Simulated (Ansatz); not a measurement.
`FB(F)C(F)(F)F` + HI → `FB(F)I` + `FC(F)F`  (ligand exchange at a B–C bond)

Gas-phase electronic energies from Ansatz, PBE0-D4/def2-TZVP geometries. CBS: MP2 limit from def2 TZ/QZ plus the TZ coupled-cluster correction, frozen cores. This one scheme is used for every species. DFT in def2-TZVPP. def2 core potentials past Kr. For I outer-core shells are correlated without core-valence functions, which leaves a few kJ/mol of doubt a bond.

`FB(F)C(F)(F)F`:

```xyz
7

F    -1.724    0.951    0.002
B    -0.627    0.478   -0.523
F    -0.373    0.659   -1.791
C     0.434   -0.336    0.382
F     0.609   -1.578   -0.098
F     1.631    0.272    0.370
F     0.050   -0.446    1.656
```

HI:

Cartesian coordinates in Å:
```
I 0.125 0.627 0.489
H -0.125 -0.627 -0.489
```

`FB(F)I`:

```xyz
4

F    -0.490    1.269    0.407
B    -0.146    0.105   -0.083
F    -0.782   -0.358   -1.129
I     1.419   -1.015    0.805
```

`FC(F)F`:

Z-matrix (Å, degrees):
```
C
F 1 1.331
F 1 1.331 2 108.5
F 1 1.331 2 108.5 3 -117.7
H 1 1.093 2 110.4 3 121.1
```

```csv
level,ΔE (kJ/mol),difference from CCSD(T)/CBS
LDA (SPW92),-72.5,8.2
PBE-D4,-77.6,3.1
BLYP-D4,-72.5,8.2
PBE0-D4,-80.4,0.3
ωB97X-V,-74.5,6.2
ωB97M-V,-74.6,6.1
B2PLYP,-79.3,1.4
revPBE,-79.8,0.9
BLYP,-73.0,7.7
r2SCAN,-79.0,1.7
r2SCAN0,-81.7,-1.0
LC-ωPBE,-75.1,5.6
RPA@PBE/def2-TZVPP,-74.9,5.8
CCSD(T)/def2-SVP,-67.1,13.6
SCS-MP2/def2-TZVPP,-84.5,-3.8
CCSD/def2-TZVPP,-77.5,3.2
CCSD(T)/CBS,-80.7,0
```

Largest T1 diagnostic among the species: 0.013.

From BLYP to BHLYP (50 % exact exchange), in def2-TZVPP and without D4, ΔE moves by −4.1 kJ/mol. Leaving LDA and LC-ωPBE aside and taking each functional with its dispersion term where it has one, the values, not all of them listed here, spread over 14.0 kJ/mol, from PBE-QIDH to CAM-B3LYP-D4. LDA lies +5.4 kJ/mol from PBE without D4. At CCSD(T), def2-SVP lies +13.6 kJ/mol from the extrapolated value and def2-TZVPP +2.1 kJ/mol.

CCSD(T)/CBS has its own doubt, a few kJ/mol and more with outer-core shells, so smaller differences from it don't rank the levels.
